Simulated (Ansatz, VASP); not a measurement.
**NaF: VASP beside Ansatz**

```xyz
2
Lattice="2.8359 0.0000 0.0000 0.0000 2.8359 0.0000 0.0000 0.0000 2.8359" Properties=species:S:1:pos:R:3 pbc="T T T"
Na    0.0000    0.0000    0.0000
F     1.4179    1.4179    1.4179
```

Alike in both runs: task single point; functional PBE; k mesh 8 × 8 × 8; no spin polarisation.

```csv
,VASP,Ansatz
version,VASP 6.6.1,Ansatz 0.2.0
potentials or method,"VASP PAW PBE potentials, release 64 (Na_pv, F)","plane waves, PAW"
plane-wave cutoff (eV),520,420
occupations,"gaussian, width 0.01 eV",fixed
valence electrons in the cell,14,16
```

Ansatz gave:

```
gap on the k mesh at the Fermi level (eV) : 5.84
pressure (GPa)                            : 1.6
```

Task: Which values does VASP return?

Result: gap on the k mesh at the Fermi level (eV): 5.82; pressure (GPa): 1.4.

The two sets of potentials don't hold the same shells in valence.

A k mesh can miss the band edges. A hybrid or GW would open this gap; PBE tends to underestimate it.
